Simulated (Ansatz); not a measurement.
A plane-wave DFT run in Ansatz 0.2.0 (scalar-relativistic PAW potentials unless the input names others): input and command.

```yaml
crystal:
  lattice:
    - [3.1571987648, 2.5232e-06, -0.0052531948]
    - [-1.5785971972, 2.7342155967, 0.0052531947]
    - [-1.5823026733, 0.9135428744, 2.3200849641]
  atoms:
    - { symbol: Li, position: [0.0, 0.0, 0.0] }
basis:
  ecutwfc: 420
kpoints:
  mp_grid: { grid: [12, 12, 15] }
hamiltonian:
  xc: pbe
  dispersion: d3bj
scf:
  occupations: { method: gaussian, width: 0.1 }
  max_iter: 80
output:
  forces: true
  eigenvalues: true
  stress: true
total_charge: 0.5
```

```bash
ansatz run input.yaml --threads 2 --pin off --max-ram 5120MiB --backend cpu --events-out ev --progress --plain --runs-dir out
```

Abridged log:
```
Basis set: ecut = 420 eV, 379 PW (Γ), exchange–correlation on 48×48×40 points (8 copies of the dense FFT grid, shifted against one another)
Bands: 6, of which v1, the nominal top of the filled ones, is band 1 counted from 1 (0 counted from 0)
Symmetry: 4 space group operations
k-points: 589 of 2160
SCF iter   1: F=—  HF=-204.421850 eV  |F-HF|=—  |Δ(HF+E_count)|=         —  Δρ=1.04e-1  dr2=1.28e0  ethr=1.77e-3  ⟨swp⟩=4.4  Hψ=29382  notcnv=0
SCF iter   2: F=—  HF=-205.380496 eV  |F-HF|=—  |Δ(HF+E_count)|=   9.59e-1  Δρ=5.00e-2  dr2=2.97e-1  ethr=1.77e-3  ⟨swp⟩=2.9  Hψ=11304  notcnv=0  defer=388
SCF iter   3: F=—  HF=-205.338020 eV  |F-HF|=—  |Δ(HF+E_count)|=   4.25e-2  Δρ=1.61e-3  dr2=1.47e-4  ethr=1.77e-3  ⟨swp⟩=2.5  Hψ=6669  notcnv=0  defer=388
SCF iter   4: F=—  HF=-205.337553 eV  |F-HF|=—  |Δ(HF+E_count)|=   4.67e-4  Δρ=1.76e-4  dr2=3.17e-6  ethr=5.90e-6  ⟨swp⟩=2.0  Hψ=3898  notcnv=0  defer=388
SCF iter   5: F=—  HF=-205.337555 eV  |F-HF|=—  |Δ(HF+E_count)|=   2.14e-6  Δρ=2.06e-5  dr2=4.36e-8  ethr=1.27e-7  ⟨swp⟩=2.1  Hψ=4285  notcnv=0  defer=388
SCF iter   6: F=-205.337555 eV  HF=-205.337555 eV  |F-HF|=2.52e-10  |Δ(HF+E_count)|=   1.42e-7  Δρ=1.24e-6  dr2=1.71e-10  ethr=1.74e-9  ⟨swp⟩=6.3  Hψ=21363  notcnv=0
SCF 1 converged in 6 iterations: F = -205.337555 eV  dr2 = 1.71e-10
SCF converged after 6 iterations
Free energy (F): -205.337555 eV
Harris-Foulkes:  -205.337555 eV  (|F-HF|=2.52e-10)
Internal energy: -205.335581 eV  (E = F + TS)
E sigma→0 (E₀):  -205.336568 eV
Entropy (-TS):   -0.001974 eV (-1.974 meV/atom)
Fermi energy:    0.851317 eV
  E_disp       = -0.171518  (pairwise vdW)
--- Forces (eV/Å), atoms counted from 1 ---
  atom   1  Li     0.00000000     0.00000000     0.00000000
--- Stress (GPa, compression-positive) ---
       18.154718       0.019223       0.015715
        0.019223      18.176916      -0.009073
        0.015715      -0.009073      20.305735
  P = ⅓ Tr σ = 18.8791 GPa (188.791 kbar)
```

What is wrong with this input?

The fault is a net charge on a solid that should be neutral, 0.5 electrons a cell too few, offset by a uniform background, so that energy and pressure hang on that convention (total_charge: not typed → 0.5, the first being the value of the sound run). Setting it back cures it. The run converged all the same, with a total energy on another zero, pressure 18.88 GPa (with the neutralising background of the charged cell), largest force 0.000 eV/Å, no gap on the mesh, so convergence alone doesn't show that an input is right. A reference run on usual settings, whose relaxation ended at this geometry, converged, and the end of its own relaxation has pressure -1.24 GPa, largest force 0.000 eV/Å, no gap on the mesh (its cell was held, or driven to that pressure on purpose).

The run took 3 s on 2 threads of AMD EPYC 7R43 64-Core Processor (Zen 3), on a shared host, peak memory 0.41 GiB.